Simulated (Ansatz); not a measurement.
# I: relaxation and properties

One table from this session's results is given with a row withheld; the runs are named, their logs left out.

Computed with Ansatz 0.2.0 (DFT r2SCAN, scalar-relativistic, plane waves, PAW, unless a step's input says otherwise).

### The starting structure

The structure is orthorhombic, space group Fmmm (No. 69). Conventional cell: a = 4.384 Å, b = 4.731 Å, c = 7.820 Å, α = 90.00°, β = 90.00°, γ = 90.00°. I (site symmetry mmm) has 4 I at 3.23 Å as nearest neighbours.

Coordinates:

```xyz
1
Lattice="0.0000 2.3656 3.9098 2.1922 0.0000 3.9098 2.1922 2.3656 0.0000" Properties=species:S:1:pos:R:3 pbc="T T T"
I     0.0000    0.0000    0.0000
```

The structure comes from the Materials Project (structure only).

The first run:

(A quick probe on a coarse mesh, which set the mesh and smearing, is not shown.)

File input.yaml:

```yaml
crystal:
  lattice:
    - [0.0, 2.3656004428, 3.9098401324]
    - [2.1922454667, 0.0, 3.9098401324]
    - [2.1922454667, 2.3656004428, 0.0]
  atoms:
    - { symbol: I, position: [0.0, 0.0, 0.0] }
basis:
  ecutwfc: 500
kpoints:
  mp_grid: { grid: [14, 14, 14] }
hamiltonian:
  xc: r2scan
scf:
  occupations: { method: gaussian, width: 0.1 }
output:
  forces: true
  stress: true
  eigenvalues: true
relax:
  adjacent_minimum: "off"
  f_tol: 0.005
  max_steps: 80
  cell: { stress_tol: 0.05 }
```

Steps of the session up to this table: The relaxation; Static run: bands, density of states and charges; The cell scaled to 0.97 of its volume; The cell scaled to 1.03 of its volume; Volume × 0.94; Point at V/V0 = 1.06.

One table of the session follows, with a row left open; its other results are not shown here.

It belongs to the step «Fit of the equation of state». 

```
volume (Å³/atom)  energy above the lowest point (meV/atom)  pressure (GPa)
          38.557                                       5.3            0.79
          39.788                                       1.1            0.33
          41.018                                       0.0           -0.01
          42.249                                         ?               ?
          43.479                                       3.9           -0.43
```

Q: Estimate the row for volume (Å³/atom) = 42.249 from the others.

Worked estimate for «energy above the lowest point (meV/atom)». A straight line through the neighbours (41.018, 0.0) and (43.479, 3.9) gives 0.0 + (3.9 − 0.0) × (42.249 − 41.018) / (43.479 − 41.018) = 2.0; a parabola fitted to 3 rows on both sides gives 0.9.

As computed: energy above the lowest point (meV/atom): 1.2; pressure (GPa): -0.27. In «energy above the lowest point (meV/atom)» the line misses by +0.8 and the parabola by -0.3.

To keep in mind: The final runs have no spin polarisation, so no magnetic state was tried and one may lie lower. Layers here are held mostly by dispersion, which this level lacks, so their spacing and the stiffness across them are unreliable there.
